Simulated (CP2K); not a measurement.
## BeS: equation of state with PBEsol

The system is BeS.

```
S Be
1.0
     3.42947    0.00000    0.00000
     1.71473    2.97001    0.00000
     1.71473    0.99000    2.80015
S Be
1 1
Direct
  0.75000 0.75000 0.75000
  0.00000 0.00000 0.00000
```

| Property | Result |
| --- | --- |
| Program | CP2K 2026.2 |
| Task | equation of state |
| Functional | PBEsol |
| Potentials or basis | POTENTIAL_UZH S GTH-PBE-q6, Be GTH-PBE-q4; TZVP-MOLOPT-PBE-GTH basis |
| Density cutoff | 11565 eV |
| k mesh | 9 × 9 × 9 |
| Occupations | fermi-dirac, width 0.05 eV |
| Spin | no spin polarisation |

The equilibrium volume is 14.41 Å³/atom. The bulk modulus is 95 GPa. The pressure derivative of the bulk modulus is 3.8.

Energy against volume, from the lowest point:
| volume (Å³/atom) | energy (meV/atom) |
| --- | --- |
| 13.405 | 23.04 |
| 13.690 | 11.28 |
| 13.975 | 3.77 |
| 14.261 | 0.14 |
| 14.546 | 0.00 |
| 14.831 | 3.06 |
| 15.116 | 9.02 |

All runs of the series together: 86 s on 1 thread of Arm Neoverse V2, on a shared host.

Caveat: the potentials were made for another functional, which shifts forces and pressure; the basis of atomic orbitals isn't converged, which shifts pressures, moduli and gaps. Zero-point motion and thermal expansion aren't in these numbers.
